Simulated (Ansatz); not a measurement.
# Ideal shear of a crystal plane in C

The calculation used Ansatz, DFT r2SCAN, scalar-relativistic, plane waves, PAW. Settings: plane waves to 500 eV, k-mesh 10×10×3 (Γ-centred), Gaussian smearing 0.05 eV. No spin polarisation. Energies are free energies at this smearing, counted from the undisturbed cell; pressure is positive in compression.

Zero of the scan (relaxed at this level):

```yaml
crystal:
  lattice:
    - [-2.51134, 0.00000, 0.00000]
    - [-1.25567, -2.17488, 0.00000]
    - [1.25567, 0.72496, 10.33600]
  atoms:
    - { symbol: C, position: [0.02482, 0.02482, 0.87415] }
    - { symbol: C, position: [0.97518, 0.97518, 0.72525] }
    - { symbol: C, position: [0.10870, 0.10870, 0.12579] }
    - { symbol: C, position: [0.89130, 0.89130, 0.47361] }
    - { symbol: C, position: [0.15837, 0.15837, 0.27481] }
    - { symbol: C, position: [0.84163, 0.84163, 0.32459] }
    - { symbol: C, position: [0.37485, 0.37485, 0.92426] }
    - { symbol: C, position: [0.62515, 0.62515, 0.67514] }
    - { symbol: C, position: [0.42533, 0.42533, 0.07570] }
    - { symbol: C, position: [0.57467, 0.57467, 0.52370] }
```

The cut lies on the cell's a–b face, a (0 0 1) plane (indices in the standard cell, whose axes needn't be the Cartesian ones shown) of area 5.46 Å², between layers 1.57 Å apart. Vector c is tilted by f times 1·a + 0·b (length 2.511 Å) with the atoms' Cartesian places fixed: one unrelaxed fault a cell. The traction is dγ/du, the slope of γ against the slip u in Å. Some rows repeat others by symmetry and weren't run.

| f | γ (mJ/m²) | traction (GPa) |
| --- | --- | --- |
| 0.0000 | 0 | 0.0 |
| 0.1000 | 728 | 58.0 |
| 0.2000 | 2894 | 113.5 |
| 0.3000 | 6309 | 154.4 |
| 0.4000 | 10318 | 154.4 |
| 0.5000 | 12966 | 0.0 |
| 0.6000 | 10318 | -154.4 |
| 0.7000 | 6309 | -154.4 |
| 0.8000 | 2894 | -113.5 |
| 0.9000 | 728 | -58.0 |

**Question.** Read off the first barrier and the stress needed to climb it, and compare with Frenkel's sinusoid.

**Answer.** The first sampled maximum lies at f = 0.500, a slip of 1.26 Å, with γ ≈ 12966 mJ/m², which stands in for the unstable fault energy γ_us, and the steepest sampled slope before it is 154.4 GPa. A sinusoid γ = γ_us sin²(πu/λ) with its maximum there has λ = 2.51 Å and a largest slope πγ_us/λ = 162.2 GPa (1 mJ/m² per Å = 0.01 GPa).

**Question.** Is there a metastable fault on this line?

**Answer.** Apart from points where γ returns to about zero, no local minimum shows among the samples, so at this sampling the line offers no fault for a dislocation to split on; a fault can still lie off the line.

The cut is rigid; relaxing the faces lowers these energies and usually the stresses.

The gap closes along the scan, which can put kinks into the curve.

Cost: 6 runs of about 3.7 core-minutes in all, on Intel Xeon Platinum 8375C (Ice Lake) (shared hosts).